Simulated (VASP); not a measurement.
## Input and output of a VASP PBEsol relaxation of cell and atoms on BaS (zincblende)

INCAR

```
IBRION = 2
GGA = PS
NBANDS = 15
LREAL = .FALSE.
ISMEAR = -1
PREC = Accurate
NELM = 120
ENCUT = 600
LCHARG = .FALSE.
EDIFF = 1E-7
EDIFFG = -5E-3
NSW = 40
LWAVE = .FALSE.
SIGMA = 0.02
LASPH = .TRUE.
ISIF = 3
```

KPOINTS

```
KPOINTS created by Atomic Simulation Environment
0
Gamma
6 6 6
0 0 0
```

POSCAR

```
Ba S
 1.0000000000000000
     0.0000000000000000    3.5194117709000001    3.5194117709000001
     3.5194117709000001    0.0000000000000000    3.5194117709000001
     3.5194117709000001    3.5194117709000001    0.0000000000000000
 Ba  S
   1   1
Cartesian
  0.0000000000000000  0.0000000000000000  0.0000000000000000
  1.7597058854500001  1.7597058854500001  1.7597058854500001
```

VASP ran with the recommended PBE PAW datasets (16 valence electrons in the cell).

Command

```
mpirun -np 1 vasp_std
```

From OUTCAR

```
k-points           NKPTS =     16   k-points in BZ     NKDIM =     16   number of bands    NBANDS=     15

   NELECT =      16.0000    total number of electrons

   dimension x,y,z NGX =    40 NGY =   40 NGZ =   40
   dimension x,y,z NGXF=    80 NGYF=   80 NGZF=   80

  energy-cutoff  :      600.00
  volume of cell :       84.89
      direct lattice vectors                 reciprocal lattice vectors
     0.000000000  3.488270400  3.488270400    -0.143337512  0.143337512  0.143337512
     3.488270400  0.000000000  3.488270400     0.143337512 -0.143337512  0.143337512
     3.488270400  3.488270400  0.000000000     0.143337512  0.143337512 -0.143337512

 k-points in reciprocal lattice and weights: KPOINTS created by Atomic Simulation Env
   0.00000000  0.00000000  0.00000000       0.005
   0.16666667  0.00000000  0.00000000       0.037
   0.33333333  0.00000000  0.00000000       0.037
   0.50000000  0.00000000  0.00000000       0.019
   0.16666667  0.16666667  0.00000000       0.028
   0.33333333  0.16666667  0.00000000       0.111
   0.50000000  0.16666667  0.00000000       0.111
  -0.33333333  0.16666667  0.00000000       0.111
   ...

 E-fermi :   0.3342

 k-point     1 :       0.0000    0.0000    0.0000
  band No.  band energies     occupation
      1     -26.1644      2.00000
      2     -11.3403      2.00000
      3     -11.3403      2.00000
      4     -11.3403      2.00000
      5     -10.0999      2.00000
      6      -0.9045      2.00000
      7      -0.9045      2.00000
      8      -0.9045      2.00000
      9       2.4963      0.00000
     10       4.8658      0.00000
     11       4.8658      0.00000
     12       6.8578      0.00000
     13       6.8578      0.00000
     14       6.8578      0.00000
     15       9.8988      0.00000

 k-point     2 :       0.1667    0.0000    0.0000
  band No.  band energies     occupation
      1     -26.1602      2.00000
      2     -11.5816      2.00000
      3     -11.3516      2.00000
      4     -11.3516      2.00000
      5      -9.8521      2.00000
      6      -0.9766      2.00000
      7      -0.8299      2.00000
      8      -0.8299      2.00000
      9       3.0931      0.00000
     10       4.6697      0.00000
     11       4.6697      0.00000
     12       6.5413      0.00000
     13       7.2708      0.00000
     14       7.2708      0.00000
     15       8.4107      0.00000

 k-point     3 :       0.3333    0.0000    0.0000
  band No.  band energies     occupation
      1     -26.1516      2.00000
      2     -11.9189      2.00000
      3     -11.3738      2.00000
      4     -11.3738      2.00000
      5      -9.5116      2.00000
      6      -0.9219      2.00000
      7      -0.6917      2.00000
      8      -0.6917      2.00000
      9       4.0182      0.00000
     10       4.7159      0.00000
     11       4.7159      0.00000
     12       5.8543      0.00000
     13       6.9712      0.00000
     14       6.9712      0.00000
     15       7.4460      0.00000

 k-point     4 :       0.5000    0.0000    0.0000
  band No.  band energies     occupation
      1     -26.1473      2.00000
      2     -12.0531      2.00000
      3     -11.3847      2.00000
      4     -11.3847      2.00000
      5      -9.3810      2.00000
      6      -0.8023      2.00000
      7      -0.6295      2.00000
      8      -0.6295      2.00000
      9       4.2369      0.00000
     10       5.0650      0.00000
     11       5.0650      0.00000
     12       5.1932      0.00000
     13       6.2616      0.00000
     14       6.2616      0.00000
     15       8.4811      0.00000

 k-point     5 :       0.1667    0.1667    0.0000
  band No.  band energies     occupation
      1     -26.1587      2.00000
      2     -11.6264      2.00000
      3     -11.3684      2.00000
      4     -11.3684      2.00000
      5      -9.7782      2.00000
      6      -1.1042      2.00000
      7      -0.7450      2.00000
      8      -0.7450      2.00000
      9       3.3005      0.00000
     10       4.1105      0.00000
     11       5.1132      0.00000
     12       7.0170      0.00000
     13       7.0170      0.00000
     14       7.1128      0.00000
     15       8.9165      0.00000

 k-point     6 :       0.3333    0.1667    0.0000
  band No.  band energies     occupation
      1     -26.1516      2.00000
      2     -11.8865      2.00000
      3     -11.4011      2.00000
      4     -11.3933      2.00000
      5      -9.4921      2.00000
      6      -1.1150      2.00000
      7      -0.6098      2.00000
      8      -0.5863      2.00000
      9       3.7619      0.00000
     10       4.2262      0.00000
     11       5.2672      0.00000
     12       6.2632      0.00000
     13       6.8089      0.00000
     14       7.3695      0.00000
     15       8.0280      0.00000

 k-point     7 :       0.5000    0.1667    0.0000
  band No.  band energies     occupation
      1     -26.1459      2.00000
      2     -12.0522      2.00000
      3     -11.4417      2.00000
      4     -11.4014      2.00000
      5      -9.3089      2.00000
      6      -0.8963      2.00000
      7      -0.5785      2.00000
      8      -0.5194      2.00000
      9       3.7741      0.00000
     10       4.5103      0.00000
     11       5.1894      0.00000
     12       5.9854      0.00000
     13       6.4141      0.00000
     14       7.1307      0.00000
     15       8.4522      0.00000

 k-point     8 :      -0.3333    0.1667    0.0000
  band No.  band energies     occupation
      1     -26.1473      2.00000
      2     -12.0114      2.00000
      3     -11.4485      2.00000
      4     -11.3849      2.00000
      5      -9.3514      2.00000
      6      -0.8413      2.00000
      7      -0.6465      2.00000
      8      -0.5995      2.00000
      9       3.9284      0.00000
     10       4.4998      0.00000
     11       4.8612      0.00000
     12       5.9396      0.00000
     13       6.9108      0.00000
     14       7.1951      0.00000
     15       8.0389      0.00000

 k-point     9 :      -0.1667    0.1667    0.0000
  band No.  band energies     occupation
      1     -26.1544      2.00000
      2     -11.7965      2.00000
      3     -11.4042      2.00000
      4     -11.3600      2.00000
      5      -9.6000      2.00000
      6      -1.0052      2.00000
      7      -0.7523      2.00000
      8      -0.6881      2.00000
      9       3.7861      0.00000
     10       4.2954      0.00000
     11       4.8023      0.00000
     12       6.2499      0.00000
     13       7.0972      0.00000
     14       7.6751      0.00000
     15       7.9937      0.00000

 k-point    10 :       0.3333    0.3333    0.0000
  band No.  band energies     occupation
      1     -26.1473      2.00000
      2     -12.0009      2.00000
      3     -11.4235      2.00000
      4     -11.4235      2.00000
      5      -9.3427      2.00000
      6      -1.2974      2.00000
      7      -0.3840      2.00000
      8      -0.3840      2.00000
      9       3.2759      0.00000
     10       4.7094      0.00000
     11       5.7542      0.00000
     12       6.5679      0.00000
     13       6.6194      0.00000
     14       6.6194      0.00000
     15       9.3951      0.00000

 k-point    11 :       0.5000    0.3333    0.0000
  band No.  band energies     occupation
      1     -26.1430      2.00000
      2     -12.1003      2.00000
      3     -11.4710      2.00000
      4     -11.4344      2.00000
      5      -9.2068      2.00000
      6      -1.1912      2.00000
      7      -0.3167      2.00000
      8      -0.2922      2.00000
      9       3.2419      0.00000
     10       4.3851      0.00000
     11       5.5938      0.00000
     12       6.5597      0.00000
     13       6.7339      0.00000
     14       7.3595      0.00000
     15       9.1780      0.00000

 k-point    12 :      -0.3333    0.3333    0.0000
  band No.  band energies     occupation
      1     -26.1430      2.00000
      2     -12.0875      2.00000
      3     -11.5102      2.00000
      4     -11.4153      2.00000
      5      -9.2000      2.00000
      6      -0.9137      2.00000
      7      -0.4986      2.00000
      8      -0.4020      2.00000
      9       3.2733      0.00000
     10       4.6058      0.00000
     11       4.8322      0.00000
     12       6.8164      0.00000
     13       7.0981      0.00000
     14       7.5669      0.00000
     15       8.5344      0.00000

 k-point    13 :       0.5000    0.5000    0.0000
  band No.  band energies     occupation
      1     -26.1416      2.00000
      2     -12.1450      2.00000
      3     -11.4507      2.00000
      4     -11.4507      2.00000
      5      -9.1737      2.00000
      6      -1.3334      2.00000
      7      -0.1748      2.00000
      8      -0.1748      2.00000
      9       3.1994      0.00000
     10       4.3429      0.00000
     11       6.1644      0.00000
     12       6.1644      0.00000
     13       6.2238      0.00000
     14       8.4360      0.00000
     15       8.7066      0.00000

 ...

  Total        0.0000681      0.0000681      0.0000681      0.0000000     -0.0000000      0.0000000
  in kB        0.0012860      0.0012860      0.0012860      0.0000000     -0.0000000      0.0000000
  external PRESSURE =       0.0012860 kB  Pullay stress =       0.0000000 kB

 POSITION                                       TOTAL-FORCE (eV/Angst)
 -----------------------------------------------------------------------------------
      0.00000      0.00000      0.00000        -0.000000     -0.000000     -0.000000
      1.74414      1.74414      1.74414         0.000000      0.000000      0.000000
 -----------------------------------------------------------------------------------
    total drift:                                0.000000      0.000000      0.000000

  FREE ENERGIE OF THE ION-ELECTRON SYSTEM (eV)
  ---------------------------------------------------
  free  energy   TOTEN  =       -10.1595167220 eV

  energy  without entropy=      -10.1595167220  energy(sigma->0) =      -10.15951672
```

CONTCAR

```
Ba S
   1.00000000000000
     0.0000000000000000    3.4882704003767979    3.4882704003767979
     3.4882704003767979    0.0000000000000000    3.4882704003767979
     3.4882704003767979    3.4882704003767979    0.0000000000000000
  Ba              S
     1     1
Direct
     0.0000000000000000    0.0000000000000000    0.0000000000000000
     0.2500000000000000    0.2500000000000000    0.2500000000000000

  0.00000000E+00  0.00000000E+00  0.00000000E+00
  0.00000000E+00  0.00000000E+00  0.00000000E+00
```

- relaxed cell vector lengths: 4.933, 4.933, 4.933 Å
- relaxed cell volume: 84.89 Å³

The run was restarted once from its relaxed cell; OSZICAR and OUTCAR are the second run's.

The run (the restart alone) took about 13 s on one core of a shared host (Intel Xeon 6975P-C) and held 0.24 GiB at most.
